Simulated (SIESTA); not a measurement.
GaAs:

```xyz
2
Lattice="0.0000 2.8268 2.8268 2.8268 0.0000 2.8268 2.8268 2.8268 0.0000" Properties=species:S:1:pos:R:3 pbc="T T T"
As    4.2403    4.2403    4.2403
Ga    0.0000    0.0000    0.0000
```

Base run:

- Program: SIESTA 5.4.2
- Functional: PBE
- Potentials or basis: PseudoDojo 0.4 standard (PBE files)
- Basis: DZP (energy shift 0.003 Ry; two zetas on semicore shells)
- Grid cutoff: 800 Ry
- Energy shift: 0.003 Ry
- k mesh: 8 × 8 × 8
- Occupations: fermi-dirac, width 0.05 eV
- Spin: no spin polarisation

Its results: band gap on the k mesh 0.66 eV, direct; pressure 4.1 GPa.

Problem. The run is repeated on the same cell with these changes: potentials or basis from PseudoDojo 0.4 standard (PBE files) to PseudoDojo 0.4 standard (PBE files, fully relativistic); spin from no spin polarisation to non-collinear spin, zero start, spin-orbit coupling. What comes out?

Solution. Band gap on the k mesh 0.56 eV, direct; pressure 4.1 GPa; net moment 0.00 μB per cell.

Spin-orbit coupling splits the band edges, which narrows the gap.

Caveats: the basis of atomic orbitals isn't converged, which shifts pressures, moduli and gaps.
